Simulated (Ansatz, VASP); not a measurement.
**Cross-check of AgHgBr3 between VASP and Ansatz**

One calculation is typed for both programs; each brings its own data sets and cutoff. How far apart do they land? The cell is invented: As first built, before any earlier steps moved the atoms (in the runner's words): it takes the CsHgBr3 structure with some of its atoms replaced by other elements, volume scaled by an estimate. It may not be a known or stable phase. The cell is taken from a series of VASP runs on this material, whose earlier steps may have relaxed, scaled or displaced it; both programs get it as it stands.

Main program and level: Ansatz 0.2.0; plane waves, with VASP 6.6.1 beside it; electric field gradients at PBEsol with D3(BJ).

**1. The structure**

The structure is cubic, space group Pm-3m (No. 221). The conventional cell has a = 5.362 Å, b = 5.362 Å, c = 5.362 Å, α = 90.00°, β = 90.00°, γ = 90.00°. Hg has 6 Br at 2.68 Å nearest. Nearest to Ag lie 12 Br at 3.79 Å. Nearest to Br lie 2 Hg at 2.68 Å. As first built, before any earlier steps moved the atoms (in the runner's words): sites of the CsHgBr3 structure (space group 221) filled with other elements, volume scaled by an estimate. Farther neighbours and most contacts between anions are not listed.

Structure file:

```cif
data_structure
_symmetry_space_group_name_H-M 'P 1'
_symmetry_Int_Tables_number 1
_cell_length_a 5.3619
_cell_length_b 5.3619
_cell_length_c 5.3619
_cell_angle_alpha 90.000
_cell_angle_beta 90.000
_cell_angle_gamma 90.000
_cell_volume 154.15
loop_
_atom_site_label
_atom_site_type_symbol
_atom_site_fract_x
_atom_site_fract_y
_atom_site_fract_z
_atom_site_occupancy
Hg1 Hg 0.50000 0.50000 0.50000 1
Ag2 Ag 0.00000 0.00000 0.00000 1
Br3 Br 0.00000 0.50000 0.50000 1
Br4 Br 0.50000 0.00000 0.50000 1
Br5 Br 0.50000 0.50000 0.00000 1
```

**2. VASP: electric field gradients, PBEsol with D3(BJ)**

Field gradients test the density near the nuclei, where the PAW reconstruction matters most.

Lines of VASP's logs that name or quote its potential files are left out, and so is its time.

Contents of INCAR:

```
SYSTEM = AgHgBr3
PREC = Accurate
ENCUT = 400
EDIFF = 1E-07
NELM = 100
ISMEAR = -1
SIGMA = 0.05
LREAL = .FALSE.
ALGO = Normal
GGA = PS
IVDW = 12
NBANDS = 28
LORBIT = 11
LWAVE = .FALSE.
LCHARG = .FALSE.
KPAR = 2
LEFG = .TRUE.
LASPH = .TRUE.
```

Contents of POSCAR:

```
AgHgBr3
1.0
    5.3618733194      0.0000000000      0.0000000000
    0.0000000000      5.3618733194      0.0000000000
    0.0000000000      0.0000000000      5.3618733194
Hg Ag Br
1 1 3
Direct
    0.5000000000      0.5000000000      0.5000000000
    0.0000000000      0.0000000000      0.0000000000
    0.0000000000      0.5000000000      0.5000000000
    0.5000000000      0.0000000000      0.5000000000
    0.5000000000      0.5000000000      0.0000000000
```

Contents of KPOINTS:

```
Automatic mesh
0
Gamma
4 4 4
0 0 0
```

PAW data sets: Hg, Ag and Br (PBE family, release 64).

The run is started by

```console
mpirun -np 2 vasp_std
```

Numbers of over 12 decimals in the logs are rounded to 6 here.

The log of the run:

```text
[banner, memory and clock lines left out]
running    2 mpi-ranks, on    1 nodes
 distrk:  each k-point on    1 cores,    2 groups
 distr:  one band on    1 cores,    1 groups

 POSCAR found type information on POSCAR HgAgBr
 POSCAR found :  3 types and       5 ions
|                                                                             |
|               ----> ADVICE to this user running VASP <----                  |
|                                                                             |
|     You enforced a specific xc type in the INCAR file but a different       |
|     [... a line on the potential file left out ...]
|     I HOPE YOU KNOW WHAT YOU ARE DOING!                                     |
|                                                                             |

 LDA part: xc-table for (Slater+PW92), standard interpolation
 POSCAR, INCAR and KPOINTS ok, starting setup
 FFT: planning ... GRIDC
 FFT: planning ... GRID_SOFT
 FFT: planning ... GRID
 WAVECAR not read
 entering main loop
       N       E                     dE             d eps       ncg     rms          rms(c)
DAV:   1     0.262529048088E+03    0.26253E+03   -0.17029E+04   576   0.110E+03
DAV:   2     0.763184993225E+01   -0.25490E+03   -0.24686E+03   696   0.265E+02
DAV:   3    -0.990643412255E+01   -0.17538E+02   -0.17398E+02   636   0.690E+01
DAV:   4    -0.101292005426E+02   -0.22277E+00   -0.22247E+00   656   0.831E+00
DAV:   5    -0.101319236222E+02   -0.27231E-02   -0.27225E-02   652   0.886E-01    0.124E+01
DAV:   6    -0.917890058536E+01    0.95302E+00   -0.15985E+00   652   0.154E+01    0.924E+00
DAV:   7    -0.909773691193E+01    0.81164E-01   -0.11617E+00   612   0.691E+00    0.341E+00
DAV:   8    -0.908322081357E+01    0.14516E-01   -0.23225E-01   612   0.448E+00    0.608E-01
DAV:   9    -0.907997348275E+01    0.32473E-02   -0.23033E-02   612   0.166E+00    0.219E-01
DAV:  10    -0.908025744792E+01   -0.28397E-03   -0.24567E-03   620   0.290E-01    0.928E-02
DAV:  11    -0.908040528537E+01   -0.14784E-03   -0.17216E-03   652   0.373E-01    0.745E-02
DAV:  12    -0.908029605885E+01    0.10923E-03   -0.36123E-04   604   0.164E-01    0.322E-02
DAV:  13    -0.908029607775E+01   -0.18895E-07   -0.43179E-05   608   0.389E-02    0.923E-03
DAV:  14    -0.908029576210E+01    0.31565E-06   -0.24752E-06   652   0.123E-02    0.242E-03
DAV:  15    -0.908029587444E+01   -0.11234E-06   -0.34711E-07   568   0.413E-03    0.218E-03
DAV:  16    -0.908029586826E+01    0.61759E-08   -0.71949E-08   344   0.244E-03
ion   1
     0.0000000    -0.0000000     0.0000000     0.0000000    -0.0000000     0.0000000
     0.0000680    -0.0000000     0.0000000     0.0000000    -0.0000000     0.0000000
     0.0000937    -0.0000000     0.0000000     0.0000000    -0.0000000     0.0000000
     0.0001290    -0.0000000     0.0000000     0.0000000    -0.0000000     0.0000000
     0.0001777    -0.0000000     0.0000000     0.0000000    -0.0000000     0.0000000

     0.0000000    -0.0000000    -0.0000000     0.0000000    -0.0000000     0.0000000
     0.0000680    -0.0000000    -0.0000000     0.0000000    -0.0000000     0.0000000
     0.0000937    -0.0000000    -0.0000000     0.0000000    -0.0000000     0.0000000
     0.0001290    -0.0000000    -0.0000000     0.0000000    -0.0000000     0.0000000
     0.0001777    -0.0000000    -0.0000000     0.0000000    -0.0000000     0.0000000

ion   2
     0.0000000    -0.0000000    -0.0000000     0.0000000    -0.0000000     0.0000000
     0.0000553    -0.0000000    -0.0000000     0.0000000    -0.0000000     0.0000000
     0.0000762    -0.0000000    -0.0000000     0.0000000    -0.0000000     0.0000000
     0.0001049    -0.0000000    -0.0000000     0.0000000    -0.0000000     0.0000000
     0.0001445    -0.0000000    -0.0000000     0.0000000    -0.0000000     0.0000000

     0.0000000    -0.0000000    -0.0000000     0.0000000    -0.0000000     0.0000000
     0.0000553    -0.0000000    -0.0000000     0.0000000    -0.0000000     0.0000000
     0.0000762    -0.0000000    -0.0000000     0.0000000    -0.0000000     0.0000000
     0.0001049    -0.0000000    -0.0000000     0.0000000    -0.0000000     0.0000000
     0.0001445    -0.0000000    -0.0000000     0.0000000    -0.0000000     0.0000000

ion   3
     0.0000000     0.0000000    -0.0000000     2.3338410     0.0000000    -4.0423312
     0.0000501     0.0000000    -0.0000000     2.3338410     0.0000000    -4.0423312
     0.0000689     0.0000000    -0.0000000     2.3338410     0.0000000    -4.0423312
     0.0000949     0.0000000    -0.0000000     2.3338410     0.0000000    -4.0423311
     0.0001307     0.0000000    -0.0000000     2.3338409     0.0000000    -4.0423310

     0.0000000     0.0000000     0.0000000   134.1152066     0.0000000  -232.2943519
     0.0000501     0.0000000     0.0000000   134.1088148     0.0000000  -232.2832811
     0.0000689     0.0000000     0.0000000   134.1052467     0.0000000  -232.2771008
     0.0000949     0.0000000     0.0000000   134.0994719     0.0000000  -232.2670986
     0.0001307     0.0000000     0.0000000   134.0901713     0.0000000  -232.2509895

ion   4
     0.0000000    -0.0000000     0.0000000     2.3338410    -0.0000000     4.0423312
     0.0000501    -0.0000000     0.0000000     2.3338410    -0.0000000     4.0423312
     0.0000689    -0.0000000     0.0000000     2.3338410    -0.0000000     4.0423312
     0.0000949    -0.0000000     0.0000000     2.3338410    -0.0000000     4.0423311
     0.0001307    -0.0000000     0.0000000     2.3338409    -0.0000000     4.0423310

     0.0000000    -0.0000000     0.0000000   134.1152066    -0.0000000   232.2943519
     0.0000501    -0.0000000     0.0000000   134.1088148    -0.0000000   232.2832811
     0.0000689    -0.0000000     0.0000000   134.1052467    -0.0000000   232.2771008
     0.0000949    -0.0000000     0.0000000   134.0994719    -0.0000000   232.2670986
     0.0001307    -0.0000000     0.0000000   134.0901713    -0.0000000   232.2509895

ion   5
     0.0000000    -0.0000000    -0.0000000    -4.6676821    -0.0000000    -0.0000000
     0.0000501    -0.0000000    -0.0000000    -4.6676820    -0.0000000    -0.0000000
     0.0000689    -0.0000000    -0.0000000    -4.6676820    -0.0000000    -0.0000000
     0.0000949    -0.0000000    -0.0000000    -4.6676819    -0.0000000    -0.0000000
     0.0001307    -0.0000000    -0.0000000    -4.6676818    -0.0000000    -0.0000000

     0.0000000    -0.0000000    -0.0000000  -268.2304132    -0.0000000    -0.0000000
     0.0000501    -0.0000000    -0.0000000  -268.2176297    -0.0000000    -0.0000000
     0.0000689    -0.0000000    -0.0000000  -268.2104934    -0.0000000    -0.0000000
     0.0000949    -0.0000000    -0.0000000  -268.1989438    -0.0000000    -0.0000000
     0.0001307    -0.0000000    -0.0000000  -268.1803427    -0.0000000    -0.0000000

   1 F= -.10303656E+02 E0= -.10297809E+02  d E =-.116946E-01
```

OUTCAR, selected parts (step 2):

```text
ion  position               nearest neighbor table
   1  0.500  0.500  0.500-   3 2.68   4 2.68   5 2.68   5 2.68   4 2.68   3 2.68
   2  0.000  0.000  0.000-
   3  0.000  0.500  0.500-   1 2.68   1 2.68
   4  0.500  0.000  0.500-   1 2.68   1 2.68
   5  0.500  0.500  0.000-   1 2.68   1 2.68

  LATTYP: Found a simple cubic cell.
 ALAT       =     5.3618733194

 Subroutine GETGRP returns: Found 48 space group operations
 (whereof 48 operations were pure point group operations)

The static configuration has the point symmetry O_h .

 Found     10 irreducible k-points:

   k-points           NKPTS =     10   k-points in BZ     NKDIM =     10   number of bands    NBANDS=     28

   dimension x,y,z NGX =    36 NGY =   36 NGZ =   36
   dimension x,y,z NGXF=    72 NGYF=   72 NGZF=   72

   ENCUT  =  400.0 eV  29.40 Ry    5.42 a.u.   8.74  8.74  8.74*2*pi/ulx,y,z

   NELECT =      44.0000    total number of electrons

 k-points in reciprocal lattice and weights: Automatic mesh
   0.00000000  0.00000000  0.00000000       0.016
   0.25000000  0.00000000  0.00000000       0.094
   0.50000000  0.00000000  0.00000000       0.047
   0.25000000  0.25000000  0.00000000       0.188
   0.50000000  0.25000000  0.00000000       0.188
   0.50000000  0.50000000  0.00000000       0.047
   0.25000000  0.25000000  0.25000000       0.125
   0.50000000  0.25000000  0.25000000       0.188
   0.50000000  0.50000000  0.25000000       0.094
   0.50000000  0.50000000  0.50000000       0.016

 average (electrostatic) potential at core
       1 -41.6350       2 -76.7565       3 -64.0589       4 -64.0589       5 -64.0589

 E-fermi :   1.1726

 k-point     1 :       0.0000    0.0000    0.0000
  band No.  band energies     occupation
    ...
     20      -0.5028      2.00000
     21      -0.5028      2.00000
     22      -0.5028      2.00000
     23      -0.4717      2.00000
     24       1.0646      1.79328
     25       7.5751      0.00000
     26       7.5751      0.00000
     27       7.9420      0.00000
     28       7.9420      0.00000

 k-point     2 :       0.2500    0.0000    0.0000
  band No.  band energies     occupation
    ...
     18      -0.6696      2.00000
     19      -0.6696      2.00000
     20      -0.6538      2.00000
     21      -0.4870      2.00000
     22      -0.4870      2.00000
     23       1.3044      0.13365
     24       2.0040      0.00000
     25       6.0217      0.00000
     26       7.2205      0.00000
     27       7.2205      0.00000
    ...

 k-point     3 :       0.5000    0.0000    0.0000
  band No.  band energies     occupation
    ...
     18      -0.7629      2.00000
     19      -0.7629      2.00000
     20      -0.6624      2.00000
     21      -0.4210      2.00000
     22      -0.4210      2.00000
     23       2.5473      0.00000
     24       3.6042      0.00000
     25       4.8811      0.00000
     26       6.8435      0.00000
     27       6.8435      0.00000
    ...

 Edisp (eV)   -1.22336

  Total      -0.02501    -0.02501    -0.02501     0.00000    -0.00000    -0.00000
  in kB      -0.25998    -0.25998    -0.25998     0.00000    -0.00000    -0.00000
  external pressure =       -0.26 kB  Pullay stress =        0.00 kB

  energy-cutoff  :      400.00
  volume of cell :      154.15
      direct lattice vectors                 reciprocal lattice vectors
     5.361873319  0.000000000  0.000000000     0.186501982  0.000000000  0.000000000
     0.000000000  5.361873319  0.000000000     0.000000000  0.186501982  0.000000000
     0.000000000  0.000000000  5.361873319     0.000000000  0.000000000  0.186501982

 POSITION                                       TOTAL-FORCE (eV/Angst)
 -----------------------------------------------------------------------------------
      2.68094      2.68094      2.68094         0.000000      0.000000      0.000000
      0.00000      0.00000      0.00000         0.000000      0.000000      0.000000
      0.00000      2.68094      2.68094         0.000000      0.000000      0.000000
      2.68094      0.00000      2.68094         0.000000      0.000000      0.000000
      2.68094      2.68094      0.00000         0.000000      0.000000      0.000000
 -----------------------------------------------------------------------------------
    total drift:                                0.000000      0.000000      0.000000

  FREE ENERGIE OF THE ION-ELECTRON SYSTEM (eV)
  ---------------------------------------------------
  free  energy   TOTEN  =       -10.3036559110 eV

  energy  without entropy=      -10.2919613565  energy(sigma->0) =      -10.29780863

 Electric field gradients after diagonalization (V/A^2)
 (convention: |V_zz| > |V_xx| > |V_yy|)
----------------------------------------------------------------------
 ion       V_xx      V_yy      V_zz     asymmetry (V_yy - V_xx)/ V_zz
----------------------------------------------------------------------
   1       0.000    -0.000     0.000      -0.320
   2       0.000    -0.000     0.000      -0.988
   3    -169.717  -169.717   339.433       0.000
   4    -169.717  -169.717   339.433       0.000
   5    -169.717  -169.717   339.433       0.000
----------------------------------------------------------------------

 total charge
# of ion       s       p       d       tot
------------------------------------------
    1        0.643   0.371   9.438  10.451
    2        0.095   0.027   9.401   9.523
    3        1.615   3.185   0.019   4.819
    4        1.615   3.185   0.019   4.819
    5        1.615   3.185   0.019   4.819
--------------------------------------------------
tot          5.581   9.954  18.896  34.431

[... 3 further parts left out ...]
```

The run ends at a pressure of -0.03 GPa.

(Continued in part 2 of 2.)

[Lines on the potential files, build, host, timing and source positions are cut from VASP's logs without a mark.]

[Logs are printed without paths, hosts, clocks, repeated set-up lines and the standing remarks that a program may print on its own settings, such as how far it seeks lower states.]

[Hosts, paths, dates, database ids (printed as entryN), source tags and the programs' standing remarks are cut or masked in the printed files.]
